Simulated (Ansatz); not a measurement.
**ZnF$_{2}$: how the free axis answers a strain**

ZnF$_{2}$, P4_2/mnm, a = 4.703 Å, c = 3.127 Å. Ansatz: r2SCAN, PAW, 500 eV, Γ-centred 6×6×8 mesh on 6 atoms, Gaussian smearing 0.02 eV; no spin polarisation. Series: biaxial strain in the a-b plane, c and atoms relaxed; x is the strain in per cent. y is the change of c in per cent of 3.127 Å.

| x (%) | y (%) |
| --- | --- |
| -3.0 | 3.13 |
| -2.0 | 2.03 |
| -1.0 | 0.99 |
| 0.0 | 0.00 |
| 1.0 | -0.93 |
| 2.0 | ? |
| 3.0 | -2.56 |

Problem. Fit y = c1 x + c2 x² to the other rows, say what c1 measures, and predict the missing y.

Solution. Least squares on the rows shown. y = −0.9498 x + 0.03173 x². With no stress along c, c1 = −2C13/C33 = -0.950. At x = 2.0 the fit asked for gives -1.77 %. The run gave -1.78 %, so the fit is 0.01 % too high, within twice the rms miss on the fitted rows (0.007 %).